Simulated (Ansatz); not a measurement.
A crystal relaxed with r2SCAN in the plane-wave code Ansatz has space group F-43m (No. 216) and a = 3.610 Å.

| atom | site | x | y | z |
| --- | --- | --- | --- | --- |
| B | 4a | 0.0000 | 0.0000 | 0.0000 |
| Xx | 4d | 0.2500 | 0.2500 | 0.7500 |

r2SCAN gives an indirect gap of 5.00 eV, from Γ to X; the least direct gap is 9.59 eV at Γ. HSE06 gives an indirect gap of 5.79 eV, from Γ to X; the least direct gap is 10.59 eV at Γ. Meshes: r2SCAN 12×12×12, HSE06 8×8×8. r2SCAN's ε∞ is 4.5 in all directions.

Q: Which element is Xx?
A. N
B. Bi
C. P
D. As

A: A. Xx is N: BN built on the zincblende prototype. Around B lie 4 N at 1.56 Å; around N lie 4 B at 1.56 Å.

No spin polarisation and no zero-point or thermal motion.

The meshes of the hybrids are coarse, so their gaps aren't converged to the digits shown.
